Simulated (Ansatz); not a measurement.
# Tantalum, bcc under r²SCAN: how the k-point mesh moves the result, part 2 of 2

How fine must the k-point mesh be for energy and pressure to settle? The geometry was relaxed under r²SCAN beforehand and stays fixed; 8 values are run, from 2×2×2 to 19×19×19. Wanted are the values from which on the energy stays within 10 and 1 meV/atom, and the pressure within 0.5 GPa, of the last run. Within the series other settings stay, but some runs also write fields, which adds to their time. Spin polarisation is left out.

Ansatz 0.2.0; DFT r²SCAN, plane waves with PAW, scalar-relativistic. The steps go on from the part before.

### Step 7. With a k-mesh of 11×11×11

The run at 11×11×11.

Input file input.yaml:

```yaml
crystal:
  lattice:
    - [-1.6533592789, 1.6533592789, 1.6533592789]
    - [1.6533592789, -1.6533592789, 1.6533592789]
    - [1.6533592789, 1.6533592789, -1.6533592789]
  atoms:
    - { symbol: Ta, position: [0.0, 0.0, 0.0] }
hamiltonian:
  xc: r2scan
  pseudopotentials:
    kind: paw
    azcp:
      Ta: "pseudopotentials/Ta.paw.azcp"
basis:
  ecutwfc: 500
  fft_grid_basis: typed
kpoints:
  mp_grid: { grid: [11, 11, 11], shift: [0, 0, 0] }
magnetization:
  spin_polarized: false
scf:
  occupations: { method: fermi_dirac, width: 0.1 }
  lower_state_search: "off"
output:
  stress: true
```

On the command line:

```
$ ansatz run input.yaml --threads 2 --pin off --max-ram 5120MiB --backend cpu --events-out ev --progress --plain --runs-dir out
```

The program printed:

```text
Warning: RAYON_NUM_THREADS=2 ignored (pool sized by the plan → 2); use --threads N
Engine: ansatz 0.2.0, aarch64-unknown-linux-gnu
Pseudopotentials: kind: paw
Pseudopotential: Ta, paw, valence charge 13, recommended cutoff 500 eV (meta_gga), <dir>
Functional definition: r2SCAN
  parameter k0 = 0.174
  parameter k1 = 0.065
  parameter a1 = 4.9479
  exchange = r2scan_x(k0 = k0, k1 = k1, a1 = a1)
  correlation = r2scan_c
Crystal: 1 atoms, lattice volume = 18.078 Å³
Basis set: ecut = 500 eV, 459 PW (Γ), exchange–correlation on 96×96×96 points (64 copies of the dense FFT grid, shifted against one another)
Bands: 11, of which v1, the nominal top of the filled ones, is band 7 counted from 1 (6 counted from 0)
Symmetry: 48 space group operations
Space group: Im-3m (ITA 229), of the structure as read, at distance tolerance 2.6e-5 Å
k-points: 56 of 1331
Non-local potential: Ta, projectors of the file, l = 0: 3, l = 1: 2, l = 2: 2, l = 3: 1
PAW form: soft (Blöchl's): semilocal exchange-correlation on the pseudo side does not see the compensation charge
PAW frozen core: Ta, regenerated for the run's functional (the file was generated under x = pbe(κ = 0.804, μ = 0.2195149727645171), c = pbe(β = 0.06672455060314922))
PAW one-centre angular grid: Ta, 590 points (default); XC on 160 Gauss nodes
Initial density: superposition of atomic densities (neutral atoms: chi_scale 0, normalization atom), corrected by the library's trained network
Initial wavefunctions: pseudopotential atomic-orbital guess
Functional: x = r2scan, c = r2scan; τ floored in thin density (d = 2e-4 eV/Å³)
SCF iter   1: F=-9944.338359 eV  HF=-9944.321783 eV  |F-HF|=1.66e-2  |Δ(HF+E_count)|=         —  Δρ=6.07e-3  dr2=1.67e-3  dr2_τ=1.51e-2  ethr=1.77e-3  ⟨swp⟩=5.5  Hψ=3690  notcnv=0
preconditioner: auto → none  [metal: Δε(μ)=0.034 eV  Ē_g=8.739 eV  σ=0.100 eV  W_gap=0.09  n_scr=0 (ndim 8)  ℏωp=19.5 eV  f_vac=0.000  D(μ)=1.17/eV (n_scr^D=12)]
SCF iter   2: F=-9944.339287 eV  HF=-9944.338604 eV  |F-HF|=6.83e-4  |Δ(HF+E_count)|=   1.68e-2  Δρ=3.48e-3  dr2=6.33e-4  dr2_τ=2.27e-4  ethr=1.28e-5  ⟨swp⟩=2.1  Hψ=1456  notcnv=0  defer=1
SCF iter   3: F=-9944.339358 eV  HF=-9944.339365 eV  |F-HF|=6.78e-6  |Δ(HF+E_count)|=   7.60e-4  Δρ=3.48e-4  dr2=1.53e-5  dr2_τ=1.27e-5  ethr=4.87e-6  ⟨swp⟩=2.0  Hψ=877  notcnv=0  defer=1
SCF iter   4: F=-9944.339363 eV  HF=-9944.339362 eV  |F-HF|=7.23e-7  |Δ(HF+E_count)|=   2.24e-6  Δρ=1.39e-4  dr2=1.46e-6  dr2_τ=8.49e-7  ethr=1.17e-7  ⟨swp⟩=2.6  Hψ=984  notcnv=0  defer=1
SCF iter   5: F=-9944.339363 eV  HF=-9944.339363 eV  |F-HF|=1.85e-7  |Δ(HF+E_count)|=   6.25e-7  Δρ=8.30e-5  dr2=5.01e-7  dr2_τ=2.16e-7  ethr=1.12e-8  ⟨swp⟩=1.0  Hψ=612  notcnv=0  defer=1
SCF iter   6: F=-9944.339363 eV  HF=-9944.339363 eV  |F-HF|=1.06e-8  |Δ(HF+E_count)|=   2.07e-7  Δρ=1.40e-5  dr2=1.73e-8  dr2_τ=8.59e-9  ethr=7.69e-10  ⟨swp⟩=2.9  Hψ=2308  notcnv=0
SCF 1 converged in 6 iterations: F = -9944.339363 eV  dr2 = 1.73e-8
SCF converged after 6 iterations
Free energy (F): -9944.339363 eV
Harris-Foulkes:  -9944.339363 eV  (|F-HF|=1.06e-8)
Internal energy: -9944.299678 eV  (E = F + TS)
E sigma→0 (E₀):  -9944.319521 eV
Entropy (-TS):   -0.039685 eV (-39.685 meV/atom)
Fermi energy:    18.411148 eV
--- Per-component energies (eV) ---
  E_band       = -117.465640
  E_kinetic    = 366.873618
  E_local      = -549.780568  (includes V_loc(G=0)·N_el)
  E_nonlocal   = 14.996308
  E_hartree    = 190.857241
  E_xc         = -204.372926
  E_vxc        = -222.019322  (∫ρ·V_xc dr)
  E_paw        = -8422.991929  (= ΣΔE_a)
  E_vpaw       = -120.472989  (= ΣTr[D̂ρ^β])
  E_aug_tail   = 0.000086  (compensation charges beyond the density's cutoff)
  E_vtau       = 11.222602  (kinetic-family band-sum trace: ∫τ·v_τ [+ j·A + Jᵃ·Aᵃ] dr)
  E_ewald      = -1339.125227
  E_core_change = -0.756280  (= ΣΔE_core)
  E_smearing   = -0.039685  (= −TS)
  E_closure    = -0.000000  (closes the sum)
  Σ components = -9944.339363   (vs F -9944.339363, Δ=0.00e0)
--- Stress (GPa, compression-positive) ---
       -0.416672       0.000000      -0.000000
       -0.000000      -0.416672       0.000000
        0.000000       0.000000      -0.416672
  P = ⅓ Tr σ = -0.4167 GPa (-4.167 kbar)
```

Run time: 1.9 s. Hardware: 2 threads of Arm Neoverse N1, shared host; peak memory 0.31 GiB.

### Step 8. With a k-mesh of 14×14×14

The run at 14×14×14.

input.yaml: that of step 7 with these lines changed.

```diff
@@ -17,3 +17,3 @@
 kpoints:
-  mp_grid: { grid: [11, 11, 11], shift: [0, 0, 0] }
+  mp_grid: { grid: [14, 14, 14], shift: [0, 0, 0] }
 magnetization:
```

On the command line:

```
$ ansatz run input.yaml --threads 2 --pin off --max-ram 5120MiB --backend cpu --events-out ev --progress --plain --runs-dir out
```

The program printed:

```text
Warning: RAYON_NUM_THREADS=2 ignored (pool sized by the plan → 2); use --threads N
[... 9 set-up lines as earlier in the session ...]
Crystal: 1 atoms, lattice volume = 18.078 Å³
Basis set: ecut = 500 eV, 459 PW (Γ), exchange–correlation on 96×96×96 points (64 copies of the dense FFT grid, shifted against one another)
Bands: 11, of which v1, the nominal top of the filled ones, is band 7 counted from 1 (6 counted from 0)
[... 2 set-up lines as earlier in the session ...]
k-points: 104 of 2744
[... 7 set-up lines as earlier in the session ...]
SCF iter   1: F=-9944.340906 eV  HF=-9944.324194 eV  |F-HF|=1.67e-2  |Δ(HF+E_count)|=         —  Δρ=6.10e-3  dr2=1.68e-3  dr2_τ=1.52e-2  ethr=1.77e-3  ⟨swp⟩=5.5  Hψ=6854  notcnv=0
preconditioner: auto → none  [metal: Δε(μ)=0.071 eV  Ē_g=8.736 eV  σ=0.100 eV  W_gap=0.18  n_scr=0 (ndim 8)  ℏωp=19.5 eV  f_vac=0.000  D(μ)=1.06/eV (n_scr^D=12)]
SCF iter   2: F=-9944.341816 eV  HF=-9944.341129 eV  |F-HF|=6.88e-4  |Δ(HF+E_count)|=   1.69e-2  Δρ=3.50e-3  dr2=6.25e-4  dr2_τ=2.30e-4  ethr=1.29e-5  ⟨swp⟩=2.1  Hψ=2784  notcnv=0  defer=4
SCF iter   3: F=-9944.341888 eV  HF=-9944.341893 eV  |F-HF|=4.95e-6  |Δ(HF+E_count)|=   7.64e-4  Δρ=3.30e-4  dr2=1.33e-5  dr2_τ=1.23e-5  ethr=4.81e-6  ⟨swp⟩=2.1  Hψ=1647  notcnv=0  defer=4
SCF iter   4: F=-9944.341893 eV  HF=-9944.341892 eV  |F-HF|=6.72e-7  |Δ(HF+E_count)|=   1.05e-6  Δρ=1.34e-4  dr2=1.32e-6  dr2_τ=7.77e-7  ethr=1.03e-7  ⟨swp⟩=2.5  Hψ=1798  notcnv=0  defer=4
SCF iter   5: F=-9944.341893 eV  HF=-9944.341892 eV  |F-HF|=1.95e-7  |Δ(HF+E_count)|=   5.56e-7  Δρ=8.56e-5  dr2=5.14e-7  dr2_τ=2.39e-7  ethr=1.01e-8  ⟨swp⟩=1.0  Hψ=1137  notcnv=0  defer=4
SCF iter   6: F=-9944.341893 eV  HF=-9944.341893 eV  |F-HF|=1.75e-8  |Δ(HF+E_count)|=   2.11e-7  Δρ=1.73e-5  dr2=2.53e-8  dr2_τ=1.35e-8  ethr=7.69e-10  ⟨swp⟩=2.8  Hψ=4279  notcnv=0
SCF 1 converged in 6 iterations: F = -9944.341893 eV  dr2 = 2.53e-8
SCF converged after 6 iterations
Free energy (F): -9944.341893 eV
Harris-Foulkes:  -9944.341893 eV  (|F-HF|=1.75e-8)
Internal energy: -9944.304968 eV  (E = F + TS)
E sigma→0 (E₀):  -9944.323431 eV
Entropy (-TS):   -0.036924 eV (-36.924 meV/atom)
Fermi energy:    18.427769 eV
--- Per-component energies (eV) ---
  E_band       = -117.463294
  E_kinetic    = 366.892344
  E_local      = -549.799970  (includes V_loc(G=0)·N_el)
  E_nonlocal   = 14.988049
  E_hartree    = 190.868975
  E_xc         = -204.376679
  E_vxc        = -222.022662  (∫ρ·V_xc dr)
  E_paw        = -8422.996264  (= ΣΔE_a)
  E_vpaw       = -120.480898  (= ΣTr[D̂ρ^β])
  E_aug_tail   = 0.000086  (compensation charges beyond the density's cutoff)
  E_vtau       = 11.221766  (kinetic-family band-sum trace: ∫τ·v_τ [+ j·A + Jᵃ·Aᵃ] dr)
  E_ewald      = -1339.125227
  E_core_change = -0.756280  (= ΣΔE_core)
  E_smearing   = -0.036924  (= −TS)
  E_closure    = 0.000000  (closes the sum)
  Σ components = -9944.341893   (vs F -9944.341893, Δ=0.00e0)
--- Stress (GPa, compression-positive) ---
       -0.390608      -0.000000       0.000000
       -0.000000      -0.390608      -0.000000
       -0.000000      -0.000000      -0.390608
  P = ⅓ Tr σ = -0.3906 GPa (-3.906 kbar)
```

Run time: 2.8 s. Hardware: 2 threads of Arm Neoverse N1, shared host; peak memory 0.34 GiB.

### Step 9. With a k-mesh of 19×19×19

The run at 19×19×19.

input.yaml: that of step 8 with these lines changed.

```diff
@@ -17,3 +17,3 @@
 kpoints:
-  mp_grid: { grid: [14, 14, 14], shift: [0, 0, 0] }
+  mp_grid: { grid: [19, 19, 19], shift: [0, 0, 0] }
 magnetization:
```

On the command line:

```
$ ansatz run input.yaml --threads 2 --pin off --max-ram 5120MiB --backend cpu --events-out ev --progress --plain --runs-dir out
```

The program printed:

```text
Warning: RAYON_NUM_THREADS=2 ignored (pool sized by the plan → 2); use --threads N
[... 9 set-up lines as earlier in the session ...]
Crystal: 1 atoms, lattice volume = 18.078 Å³
Basis set: ecut = 500 eV, 459 PW (Γ), exchange–correlation on 96×96×96 points (64 copies of the dense FFT grid, shifted against one another)
Bands: 11, of which v1, the nominal top of the filled ones, is band 7 counted from 1 (6 counted from 0)
[... 2 set-up lines as earlier in the session ...]
k-points: 220 of 6859
[... 7 set-up lines as earlier in the session ...]
SCF iter   1: F=-9944.338407 eV  HF=-9944.321415 eV  |F-HF|=1.70e-2  |Δ(HF+E_count)|=         —  Δρ=6.11e-3  dr2=1.70e-3  dr2_τ=1.52e-2  ethr=1.77e-3  ⟨swp⟩=5.5  Hψ=14479  notcnv=0
preconditioner: auto → none  [metal: Δε(μ)=0.021 eV  Ē_g=8.740 eV  σ=0.100 eV  W_gap=0.05  n_scr=0 (ndim 8)  ℏωp=19.5 eV  f_vac=0.000  D(μ)=1.24/eV (n_scr^D=12)]
SCF iter   2: F=-9944.339300 eV  HF=-9944.338587 eV  |F-HF|=7.12e-4  |Δ(HF+E_count)|=   1.72e-2  Δρ=3.55e-3  dr2=6.77e-4  dr2_τ=2.34e-4  ethr=1.31e-5  ⟨swp⟩=2.1  Hψ=5779  notcnv=0  defer=3
SCF iter   3: F=-9944.339372 eV  HF=-9944.339379 eV  |F-HF|=7.15e-6  |Δ(HF+E_count)|=   7.92e-4  Δρ=3.61e-4  dr2=2.01e-5  dr2_τ=1.37e-5  ethr=5.21e-6  ⟨swp⟩=2.0  Hψ=3493  notcnv=0  defer=3
SCF iter   4: F=-9944.339378 eV  HF=-9944.339377 eV  |F-HF|=9.29e-7  |Δ(HF+E_count)|=   2.02e-6  Δρ=1.57e-4  dr2=1.88e-6  dr2_τ=1.05e-6  ethr=1.55e-7  ⟨swp⟩=2.5  Hψ=3705  notcnv=0  defer=3
SCF iter   5: F=-9944.339378 eV  HF=-9944.339378 eV  |F-HF|=2.30e-7  |Δ(HF+E_count)|=   8.13e-7  Δρ=9.34e-5  dr2=6.39e-7  dr2_τ=2.73e-7  ethr=1.44e-8  ⟨swp⟩=1.0  Hψ=2411  notcnv=0  defer=3
SCF iter   6: F=-9944.339378 eV  HF=-9944.339378 eV  |F-HF|=4.70e-9  |Δ(HF+E_count)|=   2.72e-7  Δρ=1.01e-5  dr2=8.21e-9  dr2_τ=5.60e-9  ethr=7.69e-10  ⟨swp⟩=2.9  Hψ=9108  notcnv=0
SCF 1 converged in 6 iterations: F = -9944.339378 eV  dr2 = 8.21e-9
SCF converged after 6 iterations
Free energy (F): -9944.339378 eV
Harris-Foulkes:  -9944.339378 eV  (|F-HF|=4.70e-9)
Internal energy: -9944.298346 eV  (E = F + TS)
E sigma→0 (E₀):  -9944.318862 eV
Entropy (-TS):   -0.041033 eV (-41.033 meV/atom)
Fermi energy:    18.408743 eV
--- Per-component energies (eV) ---
  E_band       = -117.502727
  E_kinetic    = 366.892520
  E_local      = -549.718100  (includes V_loc(G=0)·N_el)
  E_nonlocal   = 14.962341
  E_hartree    = 190.817110
  E_xc         = -204.380911
  E_vxc        = -222.020795  (∫ρ·V_xc dr)
  E_paw        = -8422.989884  (= ΣΔE_a)
  E_vpaw       = -120.469981  (= ΣTr[D̂ρ^β])
  E_aug_tail   = 0.000086  (compensation charges beyond the density's cutoff)
  E_vtau       = 11.217109  (kinetic-family band-sum trace: ∫τ·v_τ [+ j·A + Jᵃ·Aᵃ] dr)
  E_ewald      = -1339.125227
  E_core_change = -0.756280  (= ΣΔE_core)
  E_smearing   = -0.041033  (= −TS)
  E_closure    = 0.000000  (closes the sum)
  Σ components = -9944.339378   (vs F -9944.339378, Δ=0.00e0)
--- Stress (GPa, compression-positive) ---
       -0.095259       0.000000       0.000000
        0.000000      -0.095259       0.000000
        0.000000      -0.000000      -0.095259
  P = ⅓ Tr σ = -0.0953 GPa (-0.953 kbar)
```

Wall time 5 s (2 threads of Arm Neoverse N1, shared host); peak memory 0.38 GiB.

### Step 10. All values side by side

Differences are taken from the run at 19×19×19.

```
  k-mesh  k-points  E(σ → 0) (meV/atom)  P (GPa)  SCF cycles  CPU time
   2×2×2         3              -840.35   -27.91           6     1.4 s
   3×3×3         4              -206.92    -1.68           6     1.6 s
   5×5×5        10                68.09     2.15           6     1.6 s
   6×6×6        16                69.21     2.27           6     1.9 s
   8×8×8        29               -11.46    -1.98           6     2.4 s
11×11×11        56                -0.66    -0.42           6     3.4 s
14×14×14       104                -4.57    -0.39           6     5.2 s
19×19×19       220                 0.00    -0.10           6     9.5 s
```

### Step 11. Summary of results

This closing draws on all 2 parts.

| quantity | value |
| --- | --- |
| E(σ → 0) stays within 10 meV/atom of 19×19×19 | from 11×11×11 on |
| E(σ → 0) stays within 1 meV/atom | not reached before 19×19×19 |
| pressure stays within 0.5 GPa | from 11×11×11 on |
| pressure at 19×19×19 | -0.10 GPa |
| CPU time, dearest over cheapest | 6.8 |
| energy of a separate run on a finer mesh (22×22×22) | +0.1 meV/atom from 19×19×19 |

What this shows: At 2×2×2 the energy differs by -840.4 meV/atom and the pressure by -27.8 GPa. The error changes sign along the series: k-point sums are not variational. The energy has not settled to 1 meV/atom before the last mesh. A Fermi surface needs many points. A run on a finer mesh agrees with the yardstick to 1 meV/atom.
